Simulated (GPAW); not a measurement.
Runs of GPAW 26.7.0 on AlNi3. It takes space group Pm-3m (No. 221, cubic). Conventional cell: a = 3.523 Å, b = 3.523 Å, c = 3.523 Å, α = 90.00°, β = 90.00°, γ = 90.00°. Ni (site symmetry 4/mmm) is surrounded by 8 Ni at 2.49 Å and 4 Al at 2.49 Å. Al (site symmetry m-3m) is surrounded by 12 Ni at 2.49 Å. The cell is a database's computed one.

| task | level | potentials or basis | k mesh | band path | band points | eigensolver | V0 of scaled cells (Å³/atom) | B0 (GPa) |
| --- | --- | --- | --- | --- | --- | --- | --- | --- |
| equation of state | LDA | the program's PAW data sets (release 1.2.1) made for this functional, pw | 5 × 5 × 5 | - | - | - | 10.61 | 225 |
| equation of state | OLYP+D4 | PAW data sets generated in the run's folder for this functional, pw | 5 × 5 × 5 | - | - | davidson | 10.61 | (a) |
| equation of state | BP86 | PAW data sets generated in the run's folder for this functional, pw | 5 × 5 × 5 | - | - | - | (b) | 183 |
| equation of state | PBE | GPAW PAW data sets (gpaw-data 1.2.1), pw | 6 × 6 × 6 | - | - | - | 11.42 | 186 |

Alike in all rows: spin collinear, ferromagnetic start; cell as given; cutoff (eV) 600; smearing fermi-dirac 0.05 eV.

Question: Fill in the values left out.

Answer: (a) 219; (b) 11.40.

Caveats: the stock nickel data set gives pressures a few GPa off other programs (some runs).

Not every run made on this cell is shown here.
